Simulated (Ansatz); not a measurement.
# CdTe (F-43m), an elastic constant from a strain scan

Method: DFT r2SCAN, scalar-relativistic, plane waves, PAW (Ansatz 0.2.0). Cutoff 500 eV, Γ-centred 8×8×8 k-points, Gaussian smearing of 0.05 eV. No spin polarisation. Energies are free energies at this smearing, counted from the undisturbed cell; pressure is positive in compression.

Zero of the scan (relaxed at this level):

```xyz
2
Lattice="0.0000 3.2779 3.2779 3.2779 0.0000 3.2779 3.2779 3.2779 0.0000" Properties=species:S:1:pos:R:3 pbc="T T T"
Cd    0.0000    0.0000    0.0000
Te    4.9168    4.9168    4.9168
```

The cell is strained by ε times the Voigt pattern (0, 1, 0, 0, 0, 0) (xx, yy, zz, yz, xz, xy; engineering shear) with fractional coordinates fixed. The cell holds 2 atoms in V0 = 70.44 Å³. The stress column is τ = (1/V0) dE/dε, got from the stress tensor σ (compression positive) at each point as −det(1 + εP) σ : P(1 + εP)⁻¹, with P the pattern as a tensor.

```csv
ε,ΔE (meV/atom),τ (GPa)
-0.1000,61.843,-5.782
-0.0750,34.338,-4.239
-0.0500,15.122,-2.766
-0.0250,3.806,-1.364
0.0000,0.000,-0.034
0.0250,3.292,1.221
0.0500,13.280,2.402
0.0750,29.550,3.507
0.0875,39.915,4.032
0.1000,?,?
```

Problem. Which combination of elastic constants does this scan measure, and how large is it?

Solution. For small ε, τ = τ0 + Kε with K = pᵀCp, which for this pattern is C11 in the cubic axes. The parabola through τ at ε = -0.0250, 0 and 0.0250 has slope K = 52 GPa at zero. The energies per cell, E = NΔE, of the same two points give K = 2[E(ε₊)/ε₊ − E(ε₋)/ε₋]/[(ε₊ − ε₋)V0] = 52 GPa, in agreement.

Problem. Predict the withheld row at ε = 0.1000 from the harmonic law, and compare.

Solution. ΔE = V0(τ0 ε + Kε²/2)/N = 56.062 meV/atom and τ = 5.13 GPa. The calculation gives 51.695 meV/atom and 4.54 GPa: the energy lies 8 % below the harmonic value, as bonds soften when stretched.